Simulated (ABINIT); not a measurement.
Set up this calculation in ABINIT 10.8.3 (patched build), as the native input.

```
Task                : band structure
Functional          : r2SCAN
Potentials or basis : JTH PAW PBE v2.0
Cutoff              : 490 eV
k mesh              : 6 × 6 × 4
Occupations         : fermi-dirac, width 0.05 eV
Spin                : no spin polarisation
Fine-grid cutoff    : 979.61 eV
```

Crystal: As.

```
As
1.0
     1.82500   -5.50000    0.00000
     1.82500    5.50000    0.00000
     0.00000    0.00000    4.47000
As
4
Direct
  0.39000 0.61000 0.56000
  0.89000 0.11000 0.94000
  0.61000 0.39000 0.44000
  0.11000 0.89000 0.06000
```

This isn't the form of As at room conditions, which is rhombohedral.

These files were run (other wordings do the same):

run.abi

```
# Datasets: ground state, then fixed potential
ndtset 2

# Pseudopotentials
pp_dirpath "./"
pseudos "As.GGA_PBE-JTH.xml"

# Structure
acell 3*1.0 Angstrom
rprim
     1.8250000000    -5.5000000000     0.0000000000
     1.8250000000     5.5000000000     0.0000000000
     0.0000000000     0.0000000000     4.4700000000
ntypat 1
znucl 33
natom 4
typat 1 1 1 1
xred
     0.3900000000     0.6100000000     0.5600000000
     0.8900000000     0.1100000000     0.9400000000
     0.6100000000     0.3900000000     0.4400000000
     0.1100000000     0.8900000000     0.0600000000
chkprim 0
chksymtnons 0
tolsym 1.0e-6

# Plane-wave basis
ecut 18.0
pawecutdg 36.0

# Exchange and correlation
ixc -497498
usekden 1
pawxcdev 0

# Bands and occupations
occopt 3
tsmear 0.05 eV

# SCF cycle
nstep 100

# Output
iomode 3
prtwf 0
prteig 0
prtebands 0
prtden1 1
prtkden1 1
prtvha1 1
prtvclmb1 1
prtpot1 1

# Dataset 1
kptopt1 1
ngkpt1 6 6 4
nshiftk1 1
shiftk1 0.0 0.0 0.0
nband1 36
tolvrs1 1.0e-7

# Dataset 2: bands along G-X-S-R-A-Z-G-Y-X1-A1-T-Y
iscf2 -2
getden2 1
getkden2 1
nband2 42
nbdbuf2 4
tolwfr2 1.0e-11
kptopt2 -11
ndivsm2 5
prteig2 1
prtvol2 -3
kptbounds2
     0.0000000000     0.0000000000     0.0000000000
     0.2775258264     0.2775258264     0.0000000000
     0.0000000000     0.5000000000     0.0000000000
     0.0000000000     0.5000000000     0.5000000000
     0.2775258264     0.2775258264     0.5000000000
     0.0000000000     0.0000000000     0.5000000000
     0.0000000000     0.0000000000     0.0000000000
    -0.5000000000     0.5000000000     0.0000000000
    -0.2775258264     0.7224741736     0.0000000000
    -0.2775258264     0.7224741736     0.5000000000
    -0.5000000000     0.5000000000     0.5000000000
    -0.5000000000     0.5000000000     0.0000000000
```

Potentials or basis: JTH PAW PBE v2.0.

Launch:

```sh
$ abinit run.abi > log 2>&1
```

Results of the run:

```yaml
Pressure: 1.3 GPa
Largest_force: 0.359 eV/Å
Band_gap_along_the_path: none (metal or under the smearing width)
Valence_electrons_inside_the_program's_atomic_spheres: As 12.60 (radii [1.1133] Å)
```

Caveat: the PAW data sets were made with another functional, which shifts forces and pressure a little.

Wall time 21 min on 1 thread of Arm Neoverse V2, on a shared host, peak memory 0.33 GiB.
